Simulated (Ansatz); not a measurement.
# AlN (Fm-3m) in Ansatz: settings compared

The runs below take AlN through relaxation of cell and atoms, with PBEsol+D3(BJ), PBEsol+D4.

Program: Ansatz 0.2.0. These are calculated values, not measurements. Logs are shortened: lines on timing, memory, paths and dates and some standing lists are left out, and cuts for length are marked.

## Step 1: Starting point

It takes space group Fm-3m (No. 225, cubic). The conventional cell has a = 4.069 Å, b = 4.069 Å, c = 4.069 Å, α = 90.00°, β = 90.00°, γ = 90.00°. Al (site symmetry m-3m) has 6 N at 2.03 Å as nearest neighbours. Around N (site symmetry m-3m) lie 6 Al at 2.03 Å.

Measurements of this composition are mostly on another form, of space group No. 186.

## Step 2: Relaxation of cell and atoms, PBEsol+D3(BJ)

input.yaml

```yaml
crystal:
  lattice:
    - [0.0, 2.034518, 2.034518]
    - [2.034518, 0.0, 2.034518]
    - [2.034518, 2.034518, 0.0]
  atoms:
    - { symbol: Al, position: [0.5, 0.5, 0.5] }
    - { symbol: "N", position: [0.0, 0.0, 0.0] }
hamiltonian:
  xc: pbesol
  pseudopotentials: { kind: paw }
  dispersion: d3bj
kpoints:
  mp_grid: { grid: [11, 11, 11] }
scf:
  occupations: { method: fermi_dirac, width: 0.05 }
output:
  forces: true
  stress: true
  eigenvalues: true
relax:
  f_tol: 0.01
  max_steps: 40
  cell: { stress_tol: 0.05 }
```

Potentials or basis: Ansatz PAW.

Run with:

```console
$ ansatz run input.yaml --threads 2 --pin off --max-ram 5632MiB --backend cpu --events-out ev --progress --plain --runs-dir out
```

The program printed:

```text
Warning: RAYON_NUM_THREADS=2 ignored (pool sized by the plan → 2); use --threads N
Engine: ansatz 0.2.0, aarch64-unknown-linux-gnu
Pseudopotentials: kind: paw
Pseudopotential: Al, paw, valence charge 3, recommended cutoff 420 eV (normal), Al.paw.azcp
Pseudopotential: N, paw, valence charge 5, recommended cutoff 420 eV (normal), N.paw.azcp
Functional definition: PBEsol
  exchange = pbesol_x
  correlation = pbesol_c
Crystal: 2 atoms, lattice volume = 16.843 Å³
Basis set: ecut = 420 eV, 331 PW (Γ), exchange–correlation on 40×40×40 points (8 copies of the dense FFT grid, shifted against one another)
Bands: 8, of which v1, the nominal top of the filled ones, is band 4 counted from 1 (3 counted from 0)
Symmetry: 48 space group operations
Space group: Fm-3m (ITA 225), of the structure as read, at distance tolerance 2.6e-5 Å
k-points: 56 of 1331
Non-local potential: Al, projectors of the file, l = 0: 2, l = 1: 2, l = 2: 1
Non-local potential: N, projectors of the file, l = 0: 2, l = 1: 2, l = 2: 1
PAW form: soft (Blöchl's): semilocal exchange-correlation on the pseudo side does not see the compensation charge
PAW frozen core: Al, regenerated for the run's functional, and the local potential with it (the file was generated under x = pbe(κ = 0.804, μ = 0.2195149727645171), c = pbe(β = 0.06672455060314922))
PAW frozen core: N, regenerated for the run's functional, and the local potential with it (the file was generated under x = pbe(κ = 0.804, μ = 0.2195149727645171), c = pbe(β = 0.06672455060314922))
PAW one-centre angular grid: Al, 110 points (default); XC on 64 Gauss nodes
PAW one-centre angular grid: N, 110 points (default); XC on 64 Gauss nodes
Initial density: superposition of atomic densities (neutral atoms: chi_scale 0, normalization atom), corrected by the library's trained network
Initial wavefunctions: pseudopotential atomic-orbital guess
Functional: x = pbesol(κ = 0.804, μ = 0.12345679012345678), c = pbesol(β = 0.046)
SCF iter   1: F=—  HF=-906.317638 eV  |F-HF|=—  |Δ(HF+E_count)|=         —  Δρ=1.08e-2  dr2=1.90e-2  ethr=1.77e-3  ⟨swp⟩=4.5  Hψ=3071  notcnv=0
preconditioner: auto → none  [insulator: Δε(μ)=4.373 eV  Ē_g=16.456 eV  σ=0.050 eV  W_gap=1.00  n_scr=0 (ndim 8)  ℏωp=25.6 eV  f_vac=0.000  D(μ)=0.00/eV (n_scr^D=0)  ε∞_Penn≈3.4]
SCF iter   2: F=—  HF=-906.312165 eV  |F-HF|=—  |Δ(HF+E_count)|=   5.47e-3  Δρ=3.79e-3  dr2=1.65e-3  ethr=2.37e-4  ⟨swp⟩=2.7  Hψ=1231  notcnv=0
SCF iter   3: F=—  HF=-906.311661 eV  |F-HF|=—  |Δ(HF+E_count)|=   5.04e-4  Δρ=8.02e-4  dr2=3.43e-5  ethr=2.06e-5  ⟨swp⟩=2.4  Hψ=646  notcnv=0
SCF iter   4: F=—  HF=-906.311664 eV  |F-HF|=—  |Δ(HF+E_count)|=   2.78e-6  Δρ=3.92e-5  dr2=1.23e-7  ethr=4.29e-7  ⟨swp⟩=1.2  Hψ=460  notcnv=0
iter 5 did not close the SCF: its close was put off for the readings that it lacked (scf_convergence_deferred on its scf_iter line)
SCF iter   5: F=-906.311664 eV  HF=-906.311664 eV  |F-HF|=2.80e-10  |Δ(HF+E_count)|=  7.92e-10  Δρ=4.42e-6  dr2=6.16e-10  ethr=1.53e-9  ⟨swp⟩=2.4  Hψ=664  notcnv=0
SCF iter   6: F=-906.311664 eV  HF=-906.311664 eV  |F-HF|=4.55e-13  |Δ(HF+E_count)|=  3.44e-10  Δρ=3.34e-7  dr2=6.25e-12  ethr=7.71e-12  ⟨swp⟩=1.3  Hψ=1547  notcnv=0
SCF 1 converged in 6 iterations: F = -906.311664 eV  dr2 = 6.25e-12
relax step   1: F+E_penalty+E_count = -906.31166370 eV  Δ(F+E_penalty+E_count) = +0.000e0 eV  max|allowed force component| = 3.550e-30 eV/Å  Δτ_max = 0.0000 Å  P = -9.875 GPa  Ω = 16.843 Å³  (6 SCF iters, dr2 threshold 1.00e-7 eV, accepted)
Crystal: 2 atoms, lattice volume = 16.534 Å³
Initial density: handed on by an earlier stage of this run
Initial wavefunctions: those handed on with the density
iter 1 solved again at ethr=3.31e-5 eV; its pass at ethr=3.10e-3 eV (dr2=2.65e-3 eV) is discarded
SCF iter   1: F=—  HF=-906.328357 eV  |F-HF|=—  |Δ(HF+E_count)|=         —  Δρ=3.96e-3  dr2=2.67e-3  ethr=3.31e-5  ⟨swp⟩=1.0  Hψ=3577  notcnv=0
preconditioner: auto → none  [insulator: Δε(μ)=4.739 eV  Ē_g=16.756 eV  σ=0.050 eV  W_gap=1.00  n_scr=0 (ndim 8)  ℏωp=25.8 eV  f_vac=0.000  D(μ)=0.00/eV (n_scr^D=0)  ε∞_Penn≈3.4]
SCF iter   2: F=—  HF=-906.327542 eV  |F-HF|=—  |Δ(HF+E_count)|=   8.15e-4  Δρ=1.50e-3  dr2=2.27e-4  ethr=3.31e-5  ⟨swp⟩=2.1  Hψ=804  notcnv=0
SCF iter   3: F=—  HF=-906.327460 eV  |F-HF|=—  |Δ(HF+E_count)|=   8.19e-5  Δρ=3.53e-4  dr2=1.07e-5  ethr=2.83e-6  ⟨swp⟩=2.5  Hψ=641  notcnv=0
SCF iter   4: F=—  HF=-906.327445 eV  |F-HF|=—  |Δ(HF+E_count)|=   1.55e-5  Δρ=1.94e-5  dr2=2.66e-8  ethr=2.50e-9  ⟨swp⟩=3.5  Hψ=2186  notcnv=0
SCF iter   5: F=-906.327445 eV  HF=-906.327445 eV  |F-HF|=5.78e-11  |Δ(HF+E_count)|=   3.70e-9  Δρ=2.00e-6  dr2=2.59e-10  ethr=3.32e-10  ⟨swp⟩=1.9  Hψ=1353  notcnv=0
SCF 2 converged in 5 iterations: F = -906.327445 eV  dr2 = 2.59e-10
relax step   2: F+E_penalty+E_count = -906.32744472 eV  Δ(F+E_penalty+E_count) = -1.578e-2 eV  max|allowed force component| = 3.451e-31 eV/Å  Δτ_max = 0.0000 Å  P = -5.256 GPa  Ω = 16.534 Å³  energy of the carried Pulay correction = +1.110e-3 eV  (5 SCF iters, dr2 threshold 2.00e-7 eV, accepted)
Crystal: 2 atoms, lattice volume = 16.195 Å³
iter 1 solved again at ethr=4.21e-5 eV; its pass at ethr=3.10e-3 eV (dr2=3.37e-3 eV) is discarded
SCF iter   1: F=—  HF=-906.335184 eV  |F-HF|=—  |Δ(HF+E_count)|=         —  Δρ=4.54e-3  dr2=3.39e-3  ethr=4.21e-5  ⟨swp⟩=1.0  Hψ=3583  notcnv=0
preconditioner: auto → none  [insulator: Δε(μ)=4.947 eV  Ē_g=17.014 eV  σ=0.050 eV  W_gap=1.00  n_scr=0 (ndim 8)  ℏωp=26.1 eV  f_vac=0.000  D(μ)=0.00/eV (n_scr^D=0)  ε∞_Penn≈3.4]
SCF iter   2: F=—  HF=-906.334127 eV  |F-HF|=—  |Δ(HF+E_count)|=   1.06e-3  Δρ=1.65e-3  dr2=2.63e-4  ethr=4.21e-5  ⟨swp⟩=2.1  Hψ=821  notcnv=0
SCF iter   3: F=—  HF=-906.334029 eV  |F-HF|=—  |Δ(HF+E_count)|=   9.76e-5  Δρ=4.00e-4  dr2=1.33e-5  ethr=3.28e-6  ⟨swp⟩=2.5  Hψ=637  notcnv=0
SCF iter   4: F=—  HF=-906.334015 eV  |F-HF|=—  |Δ(HF+E_count)|=   1.48e-5  Δρ=2.31e-5  dr2=3.69e-8  ethr=2.50e-9  ⟨swp⟩=3.7  Hψ=2321  notcnv=0
SCF iter   5: F=-906.334015 eV  HF=-906.334015 eV  |F-HF|=7.21e-11  |Δ(HF+E_count)|=   1.87e-9  Δρ=2.23e-6  dr2=3.14e-10  ethr=4.61e-10  ⟨swp⟩=1.9  Hψ=1363  notcnv=0
the search or the solves at the SCF's close seem to have found levels that the self-consistency loop had missed (the run counts 1). By its estimate they hold under 1e-12 electrons; where the run keeps them, the occupations were computed again with them
SCF 3 converged in 5 iterations: F = -906.334015 eV  dr2 = 3.14e-10
relax step   3: F+E_penalty+E_count = -906.33401463 eV  Δ(F+E_penalty+E_count) = -6.570e-3 eV  max|allowed force component| = 3.821e-31 eV/Å  Δτ_max = 0.0000 Å  P = +0.300 GPa  Ω = 16.195 Å³  energy of the carried Pulay correction = +2.348e-3 eV  (5 SCF iters, dr2 threshold 2.00e-7 eV, accepted)
Crystal: 2 atoms, lattice volume = 16.213 Å³
iter 1 solved again at ethr=1.28e-7 eV; its pass at ethr=3.10e-3 eV (dr2=1.02e-5 eV) is discarded
SCF iter   1: F=—  HF=-906.333973 eV  |F-HF|=—  |Δ(HF+E_count)|=         —  Δρ=2.49e-4  dr2=1.02e-5  ethr=1.28e-7  ⟨swp⟩=1.0  Hψ=3362  notcnv=0
preconditioner: auto → none  [insulator: Δε(μ)=4.871 eV  Ē_g=16.977 eV  σ=0.050 eV  W_gap=1.00  n_scr=0 (ndim 8)  ℏωp=26.1 eV  f_vac=0.000  D(μ)=0.00/eV (n_scr^D=0)  ε∞_Penn≈3.4]
SCF iter   2: F=—  HF=-906.333965 eV  |F-HF|=—  |Δ(HF+E_count)|=   8.05e-6  Δρ=9.08e-5  dr2=8.01e-7  ethr=1.28e-7  ⟨swp⟩=2.1  Hψ=632  notcnv=0
SCF iter   3: F=-906.333965 eV  HF=-906.333965 eV  |F-HF|=3.71e-8  |Δ(HF+E_count)|=   3.00e-7  Δρ=2.18e-5  dr2=3.90e-8  ethr=2.50e-9  ⟨swp⟩=5.0  Hψ=2236  notcnv=0
SCF 4 converged in 3 iterations: F = -906.333965 eV  dr2 = 3.90e-8
relax step   4: F+E_penalty+E_count = -906.33396468 eV  Δ(F+E_penalty+E_count) = +4.995e-5 eV  max|allowed force component| = 2.235e-30 eV/Å  Δτ_max = 0.0000 Å  P = -0.007 GPa  Ω = 16.213 Å³  energy of the carried Pulay correction = +2.282e-3 eV  (3 SCF iters, dr2 threshold 2.00e-7 eV, accepted)
Initial wavefunctions: pseudopotential atomic-orbital guess (no wavefunctions were taken with the density)
iter 1 solved again at ethr=1.12e-8 eV; its pass at ethr=3.10e-3 eV (dr2=8.98e-7 eV) is discarded
SCF iter   1: F=—  HF=-906.332101 eV  |F-HF|=—  |Δ(HF+E_count)|=         —  Δρ=2.00e-4  dr2=8.85e-7  ethr=1.12e-8  ⟨swp⟩=3.2  Hψ=4538  notcnv=0
preconditioner: auto → none  [insulator: Δε(μ)=4.874 eV  Ē_g=16.978 eV  σ=0.050 eV  W_gap=1.00  n_scr=0 (ndim 8)  ℏωp=26.1 eV  f_vac=0.000  D(μ)=0.00/eV (n_scr^D=0)  ε∞_Penn≈3.4]
SCF iter   2: F=—  HF=-906.332097 eV  |F-HF|=—  |Δ(HF+E_count)|=   4.13e-6  Δρ=9.76e-5  dr2=2.16e-7  ethr=1.11e-8  ⟨swp⟩=2.4  Hψ=648  notcnv=0
SCF iter   3: F=—  HF=-906.332097 eV  |F-HF|=—  |Δ(HF+E_count)|=   3.99e-7  Δρ=3.26e-5  dr2=6.22e-8  ethr=2.70e-9  ⟨swp⟩=2.5  Hψ=636  notcnv=0
SCF iter   4: F=—  HF=-906.332097 eV  |F-HF|=—  |Δ(HF+E_count)|=   1.73e-8  Δρ=2.49e-6  dr2=3.20e-10  ethr=7.77e-10  ⟨swp⟩=2.3  Hψ=650  notcnv=0
SCF iter   5: F=-906.332097 eV  HF=-906.332097 eV  |F-HF|=2.05e-12  |Δ(HF+E_count)|=  1.13e-10  Δρ=1.95e-7  dr2=3.74e-12  ethr=1.00e-12  ⟨swp⟩=4.3  Hψ=2085  notcnv=0
SCF 5 converged in 5 iterations: F = -906.332097 eV  dr2 = 3.74e-12
relax step   5: F+E_penalty+E_count = -906.33209709 eV  Δ(F+E_penalty+E_count) = +1.868e-3 eV  max|allowed force component| = 2.367e-30 eV/Å  Δτ_max = 0.0000 Å  P = -0.210 GPa  Ω = 16.213 Å³  stress off target by 2.10e-1 GPa  SCF on the basis re-selected at this cell (its energy is not comparable with the rows above)  (5 SCF iters)
basis re-selected at this cell: Δ(F+E_penalty+E_count) = +1.868e-3 eV, ΔP = -0.203 GPa vs the last step (what re-selecting the basis moved, of the pressure what is left beyond the Pulay correction that the steps carried, after the strain that the cell walked since its last selection, with what the two solves' SCF thresholds leave and, on support functions, any second-order correction that the steps lacked; it is no measure of the basis error at this ecutwfc). This SCF's stress stands 2.10e-1 GPa from its target on what of the cell is left free (relax.cell.stress_tol is 5.00e-2 GPa) and its largest allowed force component is 2.37e-30 eV/Å (relax.f_tol is 1.00e-2 eV/Å): not within both, so this SCF does not close the relaxation
Crystal: 2 atoms, lattice volume = 16.201 Å³
iter 1 solved again at ethr=5.90e-8 eV; its pass at ethr=3.10e-3 eV (dr2=4.72e-6 eV) is discarded
SCF iter   1: F=—  HF=-906.332158 eV  |F-HF|=—  |Δ(HF+E_count)|=         —  Δρ=1.69e-4  dr2=4.71e-6  ethr=5.90e-8  ⟨swp⟩=1.0  Hψ=3357  notcnv=0
preconditioner: auto → none  [insulator: Δε(μ)=4.884 eV  Ē_g=16.988 eV  σ=0.050 eV  W_gap=1.00  n_scr=0 (ndim 8)  ℏωp=26.1 eV  f_vac=0.000  D(μ)=0.00/eV (n_scr^D=0)  ε∞_Penn≈3.4]
SCF iter   2: F=—  HF=-906.332151 eV  |F-HF|=—  |Δ(HF+E_count)|=   6.58e-6  Δρ=6.04e-5  dr2=3.51e-7  ethr=5.88e-8  ⟨swp⟩=2.1  Hψ=631  notcnv=0
SCF iter   3: F=-906.332151 eV  HF=-906.332151 eV  |F-HF|=1.67e-8  |Δ(HF+E_count)|=   1.32e-7  Δρ=1.46e-5  dr2=1.79e-8  ethr=1.38e-9  ⟨swp⟩=4.9  Hψ=2109  notcnv=0
SCF 6 converged in 3 iterations: F = -906.332151 eV  dr2 = 1.79e-8
relax step   6: F+E_penalty+E_count = -906.33215116 eV  Δ(F+E_penalty+E_count) = -5.406e-5 eV  max|allowed force component| = 2.054e-31 eV/Å  Δτ_max = 0.0000 Å  P = -0.001 GPa  Ω = 16.201 Å³  energy of the carried Pulay correction = +4.602e-5 eV  (3 SCF iters, dr2 threshold 1.10e-7 eV, accepted)
iter 1 solved again at ethr=1.05e-8 eV; its pass at ethr=3.10e-3 eV (dr2=8.40e-7 eV) is discarded
SCF iter   1: F=—  HF=-906.332139 eV  |F-HF|=—  |Δ(HF+E_count)|=         —  Δρ=1.57e-5  dr2=1.89e-8  ethr=1.05e-8  ⟨swp⟩=3.2  Hψ=4543  notcnv=0
preconditioner: auto → none  [insulator: Δε(μ)=4.882 eV  Ē_g=16.988 eV  σ=0.050 eV  W_gap=1.00  n_scr=0 (ndim 8)  ℏωp=26.1 eV  f_vac=0.000  D(μ)=0.00/eV (n_scr^D=0)  ε∞_Penn≈3.4]
SCF iter   2: F=—  HF=-906.332134 eV  |F-HF|=—  |Δ(HF+E_count)|=   5.12e-6  Δρ=7.20e-6  dr2=4.27e-9  ethr=2.36e-10  ⟨swp⟩=2.1  Hψ=640  notcnv=0
SCF iter   3: F=—  HF=-906.332134 eV  |F-HF|=—  |Δ(HF+E_count)|=   3.62e-9  Δρ=1.59e-6  dr2=3.07e-10  ethr=5.33e-11  ⟨swp⟩=2.0  Hψ=656  notcnv=0
SCF iter   4: F=-906.332134 eV  HF=-906.332134 eV  |F-HF|=9.09e-13  |Δ(HF+E_count)|=  8.03e-11  Δρ=3.29e-7  dr2=7.71e-12  ethr=1.00e-12  ⟨swp⟩=4.2  Hψ=2219  notcnv=0
SCF 7 converged in 4 iterations: F = -906.332134 eV  dr2 = 7.71e-12
relax step   7: F+E_penalty+E_count = -906.33213383 eV  Δ(F+E_penalty+E_count) = +1.732e-5 eV  max|allowed force component| = 2.794e-31 eV/Å  Δτ_max = 0.0000 Å  P = -0.002 GPa  Ω = 16.201 Å³  stress off target by 1.80e-3 GPa  SCF on the basis re-selected at this cell (its energy is not comparable with the rows above)  (4 SCF iters)
basis re-selected at this cell: Δ(F+E_penalty+E_count) = +1.732e-5 eV, ΔP = -0.001 GPa vs the last step (what re-selecting the basis moved, of the pressure what is left beyond the Pulay correction that the steps carried, after the strain that the cell walked since its last selection, with what the two solves' SCF thresholds leave and, on support functions, any second-order correction that the steps lacked; it is no measure of the basis error at this ecutwfc). This SCF's stress stands 1.80e-3 GPa from its target on what of the cell is left free (relax.cell.stress_tol is 5.00e-2 GPa) and its largest allowed force component is 2.79e-31 eV/Å (relax.f_tol is 1.00e-2 eV/Å): within both
SCF converged after 4 iterations
Free energy (F): -906.332134 eV
Harris-Foulkes:  -906.332134 eV  (|F-HF|=9.09e-13)
Internal energy: -906.332134 eV  (E = F + TS)
E sigma→0 (E₀):  -906.332134 eV
Fermi energy:    13.865606 eV
--- Per-component energies (eV) ---
  E_band       = 39.763605
  E_kinetic    = 163.471526
  E_local      = -166.322827  (includes V_loc(G=0)·N_el)
  E_nonlocal   = 54.635385
  E_hartree    = 60.551434
  E_xc         = -102.525448
  E_vxc        = -109.954029  (∫ρ·V_xc dr)
  E_paw        = -577.581629  (= ΣΔE_a)
  E_vpaw       = -23.169436  (= ΣTr[D̂ρ^β])
  E_aug_tail   = 0.000092  (compensation charges beyond the density's cutoff)
  E_ewald      = -338.022826
  E_disp       = -0.585080  (pairwise vdW)
  E_core_change = 0.047238  (= ΣΔE_core)
  E_smearing   = -0.000000  (= −TS)
  E_closure    = 0.000000  (closes the sum)
  Σ components = -906.332134   (vs F -906.332134, Δ=0.00e0)
--- Forces (eV/Å), atoms counted from 1 ---
  atom   1  Al     0.00000000     0.00000000    -0.00000000
  atom   2  N     -0.00000000     0.00000000    -0.00000000
  max |Σ_I F_I| component: 2.30e-31 eV/Å
--- Stress (GPa, compression-positive) ---
       -0.001799      -0.000000      -0.000000
       -0.000000      -0.001799      -0.000000
        0.000000      -0.000000      -0.001799
  P = ⅓ Tr σ = -0.0018 GPa (-0.018 kbar)
--- Band table (eV; the first three rows and the last of 56) ---
  k-point 0: bands = ["-6.2884", "11.4295", "11.4295", "11.4295", "17.3654", "23.4748", "23.4748", "23.4748"]
  k-point 1: bands = ["-6.1145", "10.5656", "11.3224", "11.3224", "17.8903", "22.6959", "23.7408", "23.7408"]
  k-point 2: bands = ["-5.6051", "8.6568", "11.0527", "11.0527", "18.5105", "22.1410", "24.0787", "24.0787"]
  k-point 55: bands = ["-1.7779", "5.3363", "5.6460", "7.7875", "19.4432", "21.5606", "22.7682", "24.1668"]
--- Relaxed structure (5 steps of the walk, 5 accepted, 2 SCFs on fresh bases) ---
  F+E_penalty+E_count = -906.33213383 eV   max|allowed force component| = 2.794e-31 eV/Å   (the final SCF, on the basis selected at the relaxed cell)
  cell:  # Å, volume = 16.2008 Å³
    - [-2.2769920735200076e-34, 2.00833051608112, 2.00833051608112]
    - [2.00833051608112, 2.3882252723988768e-36, 2.00833051608112]
    - [2.00833051608112, 2.00833051608112, 3.8135675058702906e-34]
  atoms:
    - { symbol: Al, position: [0.5, 0.5, 0.5] }
    - { symbol: N, position: [2.1299110525791546e-34, -1.6960402826093206e-34, -9.860699317495973e-35] }
```

Wall time 3.3 s (2 threads of Arm Neoverse V1, shared host); peak memory 0.26 GiB.

What came out:

```
Free energy                            : -906.3321 eV
Relaxed volume                         : 8.10 Å³/atom
Relaxed cell                           : a = 2.840 Å, b = 2.840 Å, c = 2.840 Å, α = 60.00°, β = 60.00°, γ = 60.00°
Space group after relaxing (to 0.05 Å) : Fm-3m (No. 225)
Energy gained by relaxing              : 10.2 meV/atom
Ionic steps                            : 7
Pressure after relaxing                : 0.0 GPa
Band gap on the k mesh                 : 4.88 eV, indirect (least direct gap 5.94 eV)
```

The path:
```tsv
step	energy change (eV)	largest force (eV/Å)	volume (Å³)
1	0.0000	0.0000	16.84
2	-0.0158	0.0000	16.53
3	-0.0224	0.0000	16.20
4	-0.0223	0.0000	16.21
5	-0.0204	0.0000	16.21
6	-0.0205	0.0000	16.20
7	-0.0205	0.0000	16.20
```

Final structure:
```
Al N
1.0
     0.00000    2.00833    2.00833
     2.00833    0.00000    2.00833
     2.00833    2.00833    0.00000
Al N
1 1
Direct
  0.50000 0.50000 0.50000
  0.00000 0.00000 0.00000
```

Caveat: odd divisions of the mesh miss points on the zone boundary, where band edges often lie, so the gap on the mesh can be too wide; the plane-wave basis is chosen anew once the cell has moved, so the energies of steps on either side of that aren't comparable; the pressure holds a Pulay correction of +0.6 GPa for the finite cutoff; the PAW data sets come from PBE, with cores solved anew for the run's functional, which leaves a small shift of forces and pressure.

## Step 3: Relaxation of cell and atoms, PBEsol+D4

Edit input.yaml of step 2 so:

```diff
@@ -11,3 +11,3 @@
   pseudopotentials: { kind: paw }
-  dispersion: d3bj
+  dispersion: d4
 kpoints:
```

Potentials or basis: Ansatz PAW.

Run with:

```console
$ ansatz run input.yaml --threads 2 --pin off --max-ram 5632MiB --backend cpu --events-out ev --progress --plain --runs-dir out
```

It took 5.7 s on 2 threads of Arm Neoverse V1, shared host; peak memory 0.27 GiB.

It converged, with:

```yaml
Free_energy: -906.1795 eV
Relaxed_volume: 8.15 Å³/atom
Relaxed_cell: a = 2.846 Å, b = 2.846 Å, c = 2.846 Å, α = 60.00°, β = 60.00°, γ = 60.00°
Space_group_after_relaxing_to_0.05_Å: Fm-3m (No. 225)
Energy_gained_by_relaxing: 7.0 meV/atom
Ionic_steps: 7
Pressure_after_relaxing: 0.0 GPa
Band_gap_on_the_k_mesh: 4.82 eV, indirect (least direct gap 5.84 eV)
```

The path:
```tsv
step	energy change (eV)	largest force (eV/Å)	volume (Å³)
1	0.0000	0.0000	16.84
2	-0.0110	0.0000	16.59
3	-0.0157	0.0000	16.31
4	-0.0156	0.0000	16.32
5	-0.0140	0.0000	16.32
6	-0.0141	0.0000	16.31
7	-0.0140	0.0000	16.31
```

Final structure:
```cif
data_structure
_symmetry_space_group_name_H-M 'P 1'
_symmetry_Int_Tables_number 1
_cell_length_a 2.8465
_cell_length_b 2.8465
_cell_length_c 2.8465
_cell_angle_alpha 60.000
_cell_angle_beta 60.000
_cell_angle_gamma 60.000
_cell_volume 16.31
loop_
_atom_site_label
_atom_site_type_symbol
_atom_site_fract_x
_atom_site_fract_y
_atom_site_fract_z
_atom_site_occupancy
Al1 Al 0.50000 0.50000 0.50000 1
N1 N 0.00000 0.00000 0.00000 1
```

Levels at points of the mesh, in eV from the valence-band top:
```tsv
k point	band 1	band 2	band 3	band 4	band 5	band 6	band 7	band 8
(0.00, 0.00, 0.00)	-17.66	0.00	0.00	0.00	5.84	12.02	12.02	12.02
```

Caveat: odd divisions of the mesh miss points on the zone boundary, where band edges often lie, so the gap on the mesh can be too wide; the plane-wave basis is chosen anew once the cell has moved, so the energies of steps on either side of that aren't comparable; the pressure holds a Pulay correction of +0.6 GPa for the finite cutoff; the PAW data sets come from PBE, with cores solved anew for the run's functional, which leaves a small shift of forces and pressure. PBEsol gaps usually lie below the measured ones, often by a third to a half.
